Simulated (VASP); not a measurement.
BaHfO3:

```
Ba Hf O
1.0
     4.15354    0.00000    0.00000
     0.00000    4.15354    0.00000
     0.00000    0.00000    4.15354
Ba Hf O
1 1 3
Direct
  0.50000 0.50000 0.50000
  0.00000 0.00000 0.00000
  0.00000 0.50000 0.00000
  0.50000 0.00000 0.00000
  0.00000 0.00000 0.50000
```

The cell comes from a database or a generator and needn't be the stable form of this composition.

Base run:

| Item | Value |
| --- | --- |
| Program | VASP 6.6.1 |
| Functional | r2SCAN |
| Potentials or basis | VASP PAW PBE potentials, release 64 (Ba_sv, Hf_pv, O) |
| Cutoff | 520 eV |
| k mesh | 6 × 6 × 6 |
| Occupations | gaussian, width 0.02 eV |
| Spin | no spin polarisation |

Its results: band gap on the k mesh 4.15 eV, indirect (least direct gap 4.37 eV); pressure 2.3 GPa.

**Question.** The run is repeated on the same cell with these changes: functional from r2SCAN to PBEsol. What comes out?

**Answer.** Band gap on the k mesh 3.50 eV, indirect (least direct gap 3.70 eV); pressure 0.1 GPa.

r2SCAN gives the wider gap, since meta-GGAs in the generalised Kohn-Sham scheme recover part of the derivative discontinuity.

Caveats: the PAW data sets were made with another functional, which shifts forces and pressure a little; spin-orbit coupling is left out, which moves the levels of the heavy elements.

Not every run made on this cell is shown here.
